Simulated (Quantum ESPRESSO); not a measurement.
# Au (P6_3/mmc) in Quantum ESPRESSO: a series of runs

Runs on Au. Level: LDA. Tasks: single point, equation of state.

Program: Quantum ESPRESSO 7.5. These are calculated values, not measurements. Logs are shortened: lines on timing, memory, paths and dates and some standing lists are left out, and cuts for length are marked.

## 1. The structure

It takes space group P6_3/mmc (No. 194, hexagonal). Conventional cell: a = 2.900 Å, b = 2.900 Å, c = 4.880 Å, α = 90.00°, β = 90.00°, γ = 120.00°. Au (site symmetry -6m2) is surrounded by 12 Au at 2.90 to 2.96 Å.

This isn't the form of Au at room conditions, which is fcc.

## 2. Single point, LDA, 16.70 Å³/atom

pw.in

```
&CONTROL
  calculation = 'scf'
  prefix = 'pwscf'
  outdir = './tmp'
  pseudo_dir = './pseudo'
  tstress = .true.
  disk_io = 'nowf'
/
&SYSTEM
  ibrav = 0
  nat = 2
  ntyp = 1
  ecutwfc = 45
  ecutrho = 360
  nbnd = 18
  occupations = 'smearing'
  smearing = 'fd'
  degauss = 0.00367493
/
&ELECTRONS
  conv_thr = 4d-10
  electron_maxstep = 120
  mixing_beta = 0.5
/
ATOMIC_SPECIES
Au   196.9666 au_lda_v1.uspp.F.UPF
CELL_PARAMETERS angstrom
   2.8407997153    0.0000000000    0.0000000000
  -1.4203998576    2.4602047205    0.0000000000
   0.0000000000    0.0000000000    4.7803802105
ATOMIC_POSITIONS crystal
Au     0.6666666667    0.3333333333    0.2500000000
Au     0.3333333333    0.6666666667    0.7500000000
K_POINTS automatic
11 11 6 0 0 0
```

Potentials or basis: GBRV 1.5 LDA.

The run is started by

```
OMP_NUM_THREADS=1 mpirun -n 2 pw.x -nk 2 -in pw.in > pw.out
```

pw.out:

```text
This program is part of the open-source Quantum ESPRESSO suite
     for quantum simulation of materials; please cite
[... 13 lines left out ...]
     --------------------
     sticks:   dense  smooth     PW     G-vecs:    dense   smooth      PW
     Sum         721     361    121                26047     9195    1641

     Using Slab Decomposition

     bravais-lattice index     =            0
     lattice parameter (alat)  =       5.3683  a.u.
     unit-cell volume          =     225.4607 (a.u.)^3
     number of atoms/cell      =            2
     number of atomic types    =            1
     number of electrons       =        22.00
     number of Kohn-Sham states=           18
     kinetic-energy cutoff     =      45.0000  Ry
     charge density cutoff     =     360.0000  Ry
     scf convergence threshold =      4.0E-10
     mixing beta               =       0.5000
     number of iterations used =            8  plain     mixing
     Exchange-correlation= SLA  PZ   NOGX NOGC
                           (   1   1   0   0   0   0   0)

     celldm(1)=   5.368333  celldm(2)=   0.000000  celldm(3)=   0.000000
     celldm(4)=   0.000000  celldm(5)=   0.000000  celldm(6)=   0.000000

     crystal axes: (cart. coord. in units of alat)
               a(1) = (   1.000000   0.000000   0.000000 )
               a(2) = (  -0.500000   0.866025   0.000000 )
               a(3) = (   0.000000   0.000000   1.682759 )

     reciprocal axes: (cart. coord. in units 2 pi/alat)
               b(1) = (  1.000000  0.577350 -0.000000 )
               b(2) = (  0.000000  1.154701  0.000000 )
               b(3) = (  0.000000 -0.000000  0.594262 )

     PseudoPot. # 1 for Au read from file:
     au_lda_v1.uspp.F.UPF
     Pseudo is Ultrasoft + core correction, Zval = 11.0
     Generated by new atomic code, or converted to UPF format
     Using radial grid of  985 points,  7 beta functions with:
                l(1) =   0
                l(2) =   0
                l(3) =   1
                l(4) =   1
                l(5) =   2
                l(6) =   2
                l(7) =   3
     Q(r) pseudized with  6 coefficients,  rinner =    1.900   1.900   1.900
                                                       1.900   1.900   1.900
                                                       1.900

     atomic species   valence    mass     pseudopotential
     Au               11.00   196.96660     Au( 1.00)

     24 Sym. Ops., with inversion, found (12 have fractional translation)

   Cartesian axes

     site n.     atom                  positions (alat units)
         1        Au     tau(   1) = (   0.5000000   0.2886751   0.4206897  )
         2        Au     tau(   2) = (  -0.0000000   0.5773503   1.2620690  )

     number of k points=    64  Fermi-Dirac smearing, width (Ry)=  0.0037
                       cart. coord. in units 2pi/alat
        k(    1) = (   0.0000000   0.0000000   0.0000000), wk =   0.0027548
        k(    2) = (   0.0000000   0.0000000   0.0990437), wk =   0.0055096
        k(    3) = (   0.0000000   0.0000000   0.1980874), wk =   0.0055096
        k(    4) = (   0.0000000   0.0000000  -0.2971311), wk =   0.0027548
        k(    5) = (   0.0000000   0.1049728   0.0000000), wk =   0.0165289
        k(    6) = (   0.0000000   0.1049728   0.0990437), wk =   0.0330579
[... 56 lines left out ...]
        k(   63) = (   0.2727273   0.5773503   0.1980874), wk =   0.0330579
        k(   64) = (   0.2727273   0.5773503  -0.2971311), wk =   0.0165289

     Dense  grid:    26047 G-vectors     FFT dimensions: (  36,  36,  60)

     Smooth grid:     9195 G-vectors     FFT dimensions: (  24,  24,  40)

     Initial potential from superposition of free atoms

     starting charge      21.9998, renormalised to      22.0000
     Starting wfcs are   18 randomized atomic wfcs

     Self-consistent Calculation

     iteration #  1     ecut=    45.00 Ry     beta= 0.50
     Davidson diagonalization with overlap
     ethr =  1.00E-02,  avg # of iterations =  4.9

     Threshold (ethr) on eigenvalues was too large:
     Diagonalizing with lowered threshold

     Davidson diagonalization with overlap
     ethr =  6.51E-04,  avg # of iterations =  1.2

     total energy              =    -229.79483156 Ry
     estimated scf accuracy    <       0.14330738 Ry

     iteration #  2     ecut=    45.00 Ry     beta= 0.50
     Davidson diagonalization with overlap
     ethr =  6.51E-04,  avg # of iterations =  2.0

     total energy              =    -229.83266999 Ry
     estimated scf accuracy    <       0.00905683 Ry

     iteration #  3     ecut=    45.00 Ry     beta= 0.50
     Davidson diagonalization with overlap
     ethr =  4.12E-05,  avg # of iterations =  2.8

     total energy              =    -229.83376870 Ry
     estimated scf accuracy    <       0.00061896 Ry

     iteration #  4     ecut=    45.00 Ry     beta= 0.50
     Davidson diagonalization with overlap
     ethr =  2.81E-06,  avg # of iterations =  5.0

     total energy              =    -229.83386600 Ry
     estimated scf accuracy    <       0.00008238 Ry

     iteration #  5     ecut=    45.00 Ry     beta= 0.50
     Davidson diagonalization with overlap
     ethr =  3.74E-07,  avg # of iterations =  2.0

     total energy              =    -229.83387825 Ry
     estimated scf accuracy    <       0.00000486 Ry

     iteration #  6     ecut=    45.00 Ry     beta= 0.50
     Davidson diagonalization with overlap
     ethr =  2.21E-08,  avg # of iterations =  3.6

     total energy              =    -229.83388113 Ry
     estimated scf accuracy    <       0.00000005 Ry

     iteration #  7     ecut=    45.00 Ry     beta= 0.50
     Davidson diagonalization with overlap
     ethr =  2.38E-10,  avg # of iterations =  4.5

     total energy              =    -229.83388121 Ry
     estimated scf accuracy    <       0.00000001 Ry

     iteration #  8     ecut=    45.00 Ry     beta= 0.50
     Davidson diagonalization with overlap
     ethr =  6.34E-11,  avg # of iterations =  2.0

     total energy              =    -229.83388121 Ry
     estimated scf accuracy    <          5.3E-10 Ry

     iteration #  9     ecut=    45.00 Ry     beta= 0.50
     Davidson diagonalization with overlap
     ethr =  2.40E-12,  avg # of iterations =  2.3

     End of self-consistent calculation

          k = 0.0000 0.0000 0.0000 (  1135 PWs)   bands (ev):

     5.5418   8.0666  10.6964  11.0079  11.0079  11.3314  11.3314  12.0708
    12.0708  13.4887  13.4887  14.3689  18.3877  30.3688  31.4583  32.6170
    34.3559  34.3559

          k = 0.0000 0.0000 0.0990 (  1123 PWs)   bands (ev):

     5.7731   8.0467  10.6418  10.9608  10.9608  11.2633  11.2633  12.2407
    12.2407  13.1467  13.4509  13.4509  20.0604  29.8484  31.7914  32.1094
    34.0807  34.0807

          k = 0.0000 0.0000 0.1981 (  1153 PWs)   bands (ev):

     6.4178   7.8667  10.5509  10.9186  10.9186  11.1102  11.1102  11.5249
    12.6161  12.6161  13.3032  13.3032  23.1022  28.8753  31.0636  31.2209
    33.9551  33.9552

          k = 0.0000 0.0000-0.2971 (  1172 PWs)   bands (ev):

     7.2657   7.2657  10.6850  10.6850  10.9713  10.9713  10.9713  10.9713
    13.0106  13.0106  13.0106  13.0106  26.3674  26.3674  30.6641  30.6641
    34.4641  34.4641

          k = 0.0000 0.1050 0.0000 (  1144 PWs)   bands (ev):

     5.8081   8.2887  10.6051  11.0748  11.1900  11.2431  11.5018  11.8441
    11.9615  12.5649  13.5333  15.6407  18.3822  30.4379  31.8240  32.1110
    33.0928  33.7318

          k = 0.0000 0.1050 0.0990 (  1146 PWs)   bands (ev):

     6.0360   8.2790  10.6059  10.9272  11.1131  11.1270  11.4279  12.0144
    12.1580  12.3315  13.4834  14.5663  20.1884  30.0761  31.7284  32.2008
    32.9810  33.1237

          k = 0.0000 0.1050 0.1981 (  1152 PWs)   bands (ev):

     6.6730   8.1195  10.5431  10.7892  10.8013  11.0740  11.2703  11.4218
    12.5633  12.6111  13.3073  13.6560  23.2422  29.1332  31.1428  31.3785
    32.6791  33.4139

          k = 0.0000 0.1050-0.2971 (  1152 PWs)   bands (ev):

     7.5195   7.5195  10.4886  10.4886  10.9613  10.9613  11.1275  11.1275
    12.9843  12.9843  13.1129  13.1129  26.5113  26.5113  30.8360  30.8360
    33.2130  33.2130

          k = 0.0000 0.2099 0.0000 (  1148 PWs)   bands (ev):

     6.5557   8.8151  10.3982  10.9402  11.0103  11.5023  11.7042  11.7079
    11.9805  11.9832  13.6189  17.4501  18.3999  28.1608  30.9931  32.2398
    32.3686  33.0773

          k = 0.0000 0.2099 0.0990 (  1155 PWs)   bands (ev):

     6.7649   8.8390  10.4425  10.6533  10.8529  11.5076  11.5077  11.8691
    12.0843  12.1558  13.5433  15.7644  20.6281  28.3409  31.2550  31.5070
    31.8625  33.1470

          k = 0.0000 0.2099 0.1981 (  1153 PWs)   bands (ev):

     7.3527   8.7490  10.2139  10.4877  10.6024  11.2482  11.4580  11.7136
    12.5006  12.6672  13.3122  14.3301  23.6186  28.8428  29.8805  30.7511
    32.0459  32.5066

          k = 0.0000 0.2099-0.2971 (  1146 PWs)   bands (ev):

     8.1573   8.1573  10.1789  10.1789  10.8806  10.8806  11.5442  11.5442
    12.9428  12.9428  13.3771  13.3771  26.7910  26.7910  29.7650  29.7650
    32.4412  32.4412

          k = 0.0000 0.3149 0.0000 (  1156 PWs)   bands (ev):

     7.5721   9.0610  10.1438  10.5723  10.8261  11.4160  11.6250  12.2400
    12.4644  12.6803  13.6856  18.5843  19.3805  24.6948  28.9316  30.6886
    31.3027  32.6822

          k = 0.0000 0.3149 0.0990 (  1156 PWs)   bands (ev):

     7.7089   9.1181  10.0490  10.4912  10.7596  11.4912  11.6620  12.3786
    12.5065  12.6178  13.5931  16.8008  21.4091  25.0677  29.3039  29.4134
    31.5942  33.0691

          k = 0.0000 0.3149 0.1981 (  1152 PWs)   bands (ev):

     8.0928   9.1082   9.8056  10.2641  10.9308  11.5324  11.7021  12.3200
    12.7601  12.8639  13.3521  15.0532  23.7765  26.2070  27.7365  30.3602
    30.6517  32.4789

          k = 0.0000 0.3149-0.2971 (  1136 PWs)   bands (ev):

     8.6379   8.6379   9.9718   9.9718  11.2426  11.2426  12.0038  12.0038
    13.0450  13.0450  13.7398  13.7398  25.8250  25.8250  28.3161  28.3161
    31.9441  31.9441

          k = 0.0000 0.4199 0.0000 (  1164 PWs)   bands (ev):

     8.3533   8.8594   9.5321  10.9466  11.1818  11.3429  11.3482  13.2556
    13.4227  13.4758  13.7199  19.2646  21.2721  21.2745  27.2088  27.3441
    29.0241  31.4814

          k = 0.0000 0.4199 0.0990 (  1150 PWs)   bands (ev):

     8.3123   8.9091   9.6959  10.3370  11.3050  11.3309  12.1185  13.2389
    13.2850  13.3796  13.6821  17.8900  21.0778  23.1645  26.4602  27.6391
    29.7846  31.8441

          k = 0.0000 0.4199 0.1981 (  1152 PWs)   bands (ev):
[... 199 lines left out ...]
     9.0876   9.0876  10.1216  10.1216  11.1293  11.1293  11.9064  11.9064
    13.7642  13.7642  15.6754  15.6754  23.1105  23.1105  26.3080  26.3080
    29.4253  29.4253

          k = 0.1818 0.5249 0.0000 (  1152 PWs)   bands (ev):

     9.2709   9.2983   9.3105  10.8134  10.9686  11.1422  11.5806  13.1498
    13.4542  13.6916  16.3616  18.4829  21.4788  22.6743  23.8867  25.7158
    28.0196  29.8572

          k = 0.1818 0.5249 0.0990 (  1150 PWs)   bands (ev):

     8.9596   9.3718   9.7849  10.2669  10.7730  11.6604  11.7748  13.1221
    13.2050  13.7793  16.4648  18.6160  20.6843  22.5292  23.7808  26.5746
    28.4969  28.8289

          k = 0.1818 0.5249 0.1981 (  1147 PWs)   bands (ev):

     8.8692   9.4466   9.7092  10.2919  10.6749  11.8591  12.1638  12.5728
    13.3197  13.8652  16.8137  18.5264  19.8212  21.7591  24.2697  26.9372
    28.5904  30.0166

          k = 0.1818 0.5249-0.2971 (  1148 PWs)   bands (ev):

     9.0537   9.0537   9.9977   9.9977  11.3407  11.3407  12.3506  12.3506
    13.6701  13.6701  17.5330  17.5330  20.5666  20.5666  25.5539  25.5539
    30.0083  30.0083

          k = 0.2727 0.4724 0.0000 (  1140 PWs)   bands (ev):

     9.3822   9.5436   9.8939  10.2976  10.7082  11.1577  11.6272  12.7119
    13.3587  13.6653  16.2890  19.3642  21.0324  22.3335  24.1287  27.1509
    28.1894  28.5422

          k = 0.2727 0.4724 0.0990 (  1140 PWs)   bands (ev):

     9.3716   9.5083  10.0406  10.0964  10.9720  11.0234  11.6354  12.8096
    13.0714  13.7719  16.4224  19.6513  20.9167  21.3745  25.2649  25.7430
    27.6049  29.9643

          k = 0.2727 0.4724 0.1981 (  1136 PWs)   bands (ev):

     9.3458   9.3931  10.0930  10.4033  10.6595  11.2066  11.6714  12.3896
    13.2377  13.8752  16.8360  19.0838  20.5125  22.0871  24.1343  25.0595
    28.6965  31.2060

          k = 0.2727 0.4724-0.2971 (  1138 PWs)   bands (ev):

     9.3311   9.3311  10.2876  10.2876  10.9665  10.9665  11.8645  11.8645
    13.6973  13.6973  17.6831  17.6831  21.6955  21.6955  24.0536  24.0536
    30.4812  30.4812

          k = 0.2727 0.5774 0.0000 (  1146 PWs)   bands (ev):

     9.3318   9.7496   9.7994  10.5674  10.7829  10.9452  11.7979  13.0887
    13.3103  13.3883  17.7503  17.9221  20.1521  24.2653  25.2442  25.4605
    27.2810  27.3121

          k = 0.2727 0.5774 0.0990 (  1143 PWs)   bands (ev):

     9.3462   9.8087   9.8166  10.3142  10.7966  11.0991  11.8209  13.0047
    13.1691  13.4832  17.9236  18.1887  20.5160  23.1913  23.3726  25.9153
    27.7286  28.7712

          k = 0.2727 0.5774 0.1981 (  1148 PWs)   bands (ev):

     9.3550   9.6947  10.0663  10.1640  10.7939  11.1692  11.8762  12.3858
    13.3736  13.6087  18.4836  18.9674  20.7525  21.7709  22.0792  24.4999
    29.9877  30.4164

          k = 0.2727 0.5774-0.2971 (  1140 PWs)   bands (ev):

     9.4589   9.4589  10.2332  10.2332  10.9568  10.9568  11.9879  11.9879
    13.5691  13.5691  19.4708  19.4708  20.2404  20.2404  23.1306  23.1306
    31.2582  31.2582

     the Fermi energy is    15.6346 ev

!    total energy              =    -229.83388121 Ry
     estimated scf accuracy    <          1.0E-10 Ry
     smearing contrib. (-TS)   =      -0.00062612 Ry
     internal energy E=F+TS    =    -229.83325509 Ry

     The total energy is F=E-TS. E is the sum of the following terms:
     one-electron contribution =      22.72286248 Ry
     hartree contribution      =      16.37267671 Ry
     xc contribution           =    -124.26055728 Ry
     ewald contribution        =    -144.66823700 Ry

     convergence has been achieved in   9 iterations

     Computing stress (Cartesian axis) and pressure

          total   stress  (Ry/bohr**3)                   (kbar)     P=      -17.03
  -0.00008856   0.00000000   0.00000000          -13.03        0.00        0.00
   0.00000000  -0.00008856   0.00000000            0.00      -13.03        0.00
   0.00000000   0.00000000  -0.00017012            0.00        0.00      -25.03

=------------------------------------------------------------------------------=
   JOB DONE.
=------------------------------------------------------------------------------=
```

Wall time 7.3 s (2 MPI ranks of AMD EPYC 9R45 (Zen 5), shared host); peak memory 0.3 GiB.

What came out:

* Free energy: -3127.0493 eV
* Pressure: -1.7 GPa
* Band gap on the k mesh: none (metal or under the smearing width)

## 3. Single point, LDA, 17.06 Å³/atom

Changes to pw.in since step 2:

```diff
@@ -27,5 +27,5 @@
 CELL_PARAMETERS angstrom
-   2.8407997153    0.0000000000    0.0000000000
-  -1.4203998576    2.4602047205    0.0000000000
-   0.0000000000    0.0000000000    4.7803802105
+   2.8608060062    0.0000000000    0.0000000000
+  -1.4304030031    2.4775306767    0.0000000000
+   0.0000000000    0.0000000000    4.8140459691
 ATOMIC_POSITIONS crystal
```

Potentials or basis: GBRV 1.5 LDA.

The run is started by

```
OMP_NUM_THREADS=1 mpirun -n 2 pw.x -nk 2 -in pw.in > pw.out
```

Run time: 7 s. Hardware: 2 MPI ranks of AMD EPYC 9R45 (Zen 5), shared host; peak memory 0.3 GiB.

Results (log left out):

* Free energy: -3127.0341 eV
* Pressure: -5.3 GPa
* Band gap on the k mesh: none (metal or under the smearing width)

## 4. Single point, LDA, 17.42 Å³/atom

Changes to pw.in since step 3:

```diff
@@ -27,5 +27,5 @@
 CELL_PARAMETERS angstrom
-   2.8608060062    0.0000000000    0.0000000000
-  -1.4304030031    2.4775306767    0.0000000000
-   0.0000000000    0.0000000000    4.8140459691
+   2.8805363263    0.0000000000    0.0000000000
+  -1.4402681631    2.4946176351    0.0000000000
+   0.0000000000    0.0000000000    4.8472473353
 ATOMIC_POSITIONS crystal
```

The run is started by

```
OMP_NUM_THREADS=1 mpirun -n 2 pw.x -nk 2 -in pw.in > pw.out
```

It took 7.1 s on 2 MPI ranks of AMD EPYC 9R45 (Zen 5), shared host; peak memory 0.3 GiB.

Results (log left out):

| Property | Result |
| --- | --- |
| Free energy | -3127.0038 eV |
| Pressure | -8.5 GPa |
| Band gap on the k mesh | none (metal or under the smearing width) |

## 5. Single point, LDA, 17.77 Å³/atom

Changes to pw.in since step 4:

```diff
@@ -27,5 +27,5 @@
 CELL_PARAMETERS angstrom
-   2.8805363263    0.0000000000    0.0000000000
-  -1.4402681631    2.4946176351    0.0000000000
-   0.0000000000    0.0000000000    4.8472473353
+   2.9000000000    0.0000000000    0.0000000000
+  -1.4500000000    2.5114736710    0.0000000000
+   0.0000000000    0.0000000000    4.8800000000
 ATOMIC_POSITIONS crystal
```

The run is started by

```
OMP_NUM_THREADS=1 mpirun -n 2 pw.x -nk 2 -in pw.in > pw.out
```

Run time: 8.1 s. Hardware: 2 MPI ranks of AMD EPYC 9R45 (Zen 5), shared host; peak memory 0.3 GiB.

Results (log left out):

* Free energy: -3126.9606 eV
* Pressure: -11.2 GPa
* Band gap on the k mesh: none (metal or under the smearing width)

## 6. Single point, LDA, 18.13 Å³/atom

Changes to pw.in since step 5:

```diff
@@ -27,5 +27,5 @@
 CELL_PARAMETERS angstrom
-   2.9000000000    0.0000000000    0.0000000000
-  -1.4500000000    2.5114736710    0.0000000000
-   0.0000000000    0.0000000000    4.8800000000
+   2.9192058577    0.0000000000    0.0000000000
+  -1.4596029289    2.5281064317    0.0000000000
+   0.0000000000    0.0000000000    4.9123188227
 ATOMIC_POSITIONS crystal
```

Potentials or basis: GBRV 1.5 LDA.

The run is started by

```
OMP_NUM_THREADS=1 mpirun -n 2 pw.x -nk 2 -in pw.in > pw.out
```

Run time: 7.9 s. Hardware: 2 MPI ranks of AMD EPYC 9R45 (Zen 5), shared host; peak memory 0.3 GiB.

It converged, with:

* Free energy: -3126.9061 eV
* Pressure: -13.6 GPa
* Band gap on the k mesh: none (metal or under the smearing width)

## 7. Single point, LDA, 18.48 Å³/atom

Changes to pw.in since step 6:

```diff
@@ -27,5 +27,5 @@
 CELL_PARAMETERS angstrom
-   2.9192058577    0.0000000000    0.0000000000
-  -1.4596029289    2.5281064317    0.0000000000
-   0.0000000000    0.0000000000    4.9123188227
+   2.9381622711    0.0000000000    0.0000000000
+  -1.4690811355    2.5445231672    0.0000000000
+   0.0000000000    0.0000000000    4.9442178906
 ATOMIC_POSITIONS crystal
```

The run is started by

```
OMP_NUM_THREADS=1 mpirun -n 2 pw.x -nk 2 -in pw.in > pw.out
```

Wall time 8 s (2 MPI ranks of AMD EPYC 9R45 (Zen 5), shared host); peak memory 0.32 GiB.

The run converged. Its results:

| Quantity | Value |
| --- | --- |
| Free energy | -3126.8419 eV |
| Pressure | -15.6 GPa |
| Band gap on the k mesh | none (metal or under the smearing width) |

## 8. Single point, LDA, 18.84 Å³/atom

Changes to pw.in since step 7:

```diff
@@ -27,5 +27,5 @@
 CELL_PARAMETERS angstrom
-   2.9381622711    0.0000000000    0.0000000000
-  -1.4690811355    2.5445231672    0.0000000000
-   0.0000000000    0.0000000000    4.9442178906
+   2.9568771850    0.0000000000    0.0000000000
+  -1.4784385925    2.5607307581    0.0000000000
+   0.0000000000    0.0000000000    4.9757105734
 ATOMIC_POSITIONS crystal
```

The run is started by

```
OMP_NUM_THREADS=1 mpirun -n 2 pw.x -nk 2 -in pw.in > pw.out
```

Wall time 8.6 s (2 MPI ranks of AMD EPYC 9R45 (Zen 5), shared host); peak memory 0.32 GiB.

The run converged. Its results:

* Free energy: -3126.7694 eV
* Pressure: -17.3 GPa
* Band gap on the k mesh: none (metal or under the smearing width)

## 9. Equation of state, LDA

Potentials or basis: GBRV 1.5 LDA.

This step only gathers the single runs of the series.

What came out:

```
Equilibrium volume                        : 16.57 Å³/atom (rough: see the caveat)
Bulk modulus at fixed shape and positions : 192 GPa (rough)
```

Energy against volume, from the lowest point:
| volume (Å³/atom) | energy (meV/atom) |
| --- | --- |
| 16.705 | 0.00 |
| 17.060 | 7.60 |
| 17.416 | 22.73 |
| 17.771 | 44.31 |
| 18.127 | 71.56 |
| 18.482 | 103.68 |
| 18.837 | 139.92 |

Caveat: the minimum lies outside the volumes run; the cell was scaled at fixed shape and fractional positions, which overstates the stiffness of a crystal with free parameters, most of all of layers and chains. Spin-orbit coupling is left out, which matters for the levels of Au.
